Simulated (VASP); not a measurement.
Write the native input for VASP 6.6.1 that does the following.

| Quantity | Value |
| --- | --- |
| Task | single point |
| Functional | PBE |
| Potentials or basis | VASP PAW PBE potentials, release 64 (Cd, S) |
| Cutoff | 520 eV |
| k mesh | 12 × 12 × 12 |
| Occupations | gaussian, width 0.01 eV |
| Spin | no spin polarisation |
| Dipole correction | no |
| Further INCAR settings | ALGO = Normal; EDIFF = 1e-07; NBANDS = 16 |

The structure of CdS lies in POSCAR:

```
CdS
1.0
    0.0000000000      2.7474986728      2.7474986728
    2.7474986728      0.0000000000      2.7474986728
    2.7474986728      2.7474986728      0.0000000000
Cd S
1 1
Direct
    0.0000000000      0.0000000000      0.0000000000
    0.5000000000      0.5000000000      0.5000000000
```

Measurements of this composition are mostly on another form, of space group No. 186.

The input as run:

INCAR

```
SYSTEM = CdS
PREC = Accurate ; ENCUT = 520
EDIFF = 1E-7 ; ISMEAR = 0
SIGMA = 0.01 ; LREAL = .FALSE.
LASPH = .TRUE. ; NELM = 100
ALGO = Normal ; ISIF = 2
LWAVE = .FALSE. ; LCHARG = .TRUE.
GGA = PE ; LELF = .TRUE.
LVHAR = .TRUE. ; NBANDS = 16
```

KPOINTS

```
Automatic mesh
0
G
  12 12 12
  0 0 0
```

Potentials or basis: VASP PAW PBE potentials, release 64 (Cd, S).

Command:

```console
$ cat potpaw_PBE.64/Cd/POTCAR potpaw_PBE.64/S/POTCAR > POTCAR
$ mpirun -np 1 vasp_std > vasp.out
```

It gave:

```json
{"Pressure": "0.4 GPa", "Band gap on the k mesh": "0.25 eV, indirect (least direct gap 1.57 eV)"}
```

Wall time 33 s on 1 thread of Intel(R) Xeon(R) Platinum 8559C (Emerald Rapids), with other jobs on the host, peak memory 0.19 GiB.
